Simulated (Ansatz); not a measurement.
## Infrared modes and screening in AgI (F-43m)

Perturbation theory with PBEsol in the PAW code Ansatz on the PBEsol cell, ground state and force constants on a 6×6×6 mesh. Spin-unpolarised throughout; all numbers are computed.

Space group F-43m (No. 216), cubic; a = 6.449 Å in the conventional setting, 33.53 Å³ an atom. Ag is surrounded by 4 I at 2.79 Å; I is surrounded by 4 Ag at 2.79 Å.

```
Ag I
1.0
     0.00000    3.22475    3.22475
     3.22475    0.00000    3.22475
     3.22475    3.22475    0.00000
Ag I
1 1
Direct
  0.00000 0.00000 0.00000
  0.25000 0.25000 0.25000
```

Optical modes without the longitudinal term:
```json
{"ω (cm⁻¹)": "107", "degeneracy": "3", "IR intensity, summed over the level ((D/Å)²/amu)": "1.74"}
```

The optical mode at Γ lies at 107 cm⁻¹ without the longitudinal term. With the long-range field the highest mode reaches 121 cm⁻¹. By the program's warning the force constants, and with them frequencies and ε⁰, aren't converged on this mesh.

ε∞: 5.58 in all directions. With the ions relaxed, ε⁰ is 7.2 in all directions. Born charges, averaged over directions: Ag +1.21, I -1.21 e.

With one polar mode in a cubic crystal the Lyddane-Sachs-Teller relation applies: (ω_LO/ω_TO)² = (121.3/106.9)² = 1.289, and ε⁰/ε∞ = 7.191/5.581 = 1.289. The refractive index √ε∞ is 2.36.

For comparison, on the r2SCAN cell the mean ε∞ is 4.63 with r2SCAN (ground state on 6×6×6; least gap 1.82 eV), 5.19 with PBE (ground state on 6×6×6; least gap 1.34 eV).

No spin-orbit coupling is included; it can move band edges with weight on the heavy atoms by tenths of an eV.
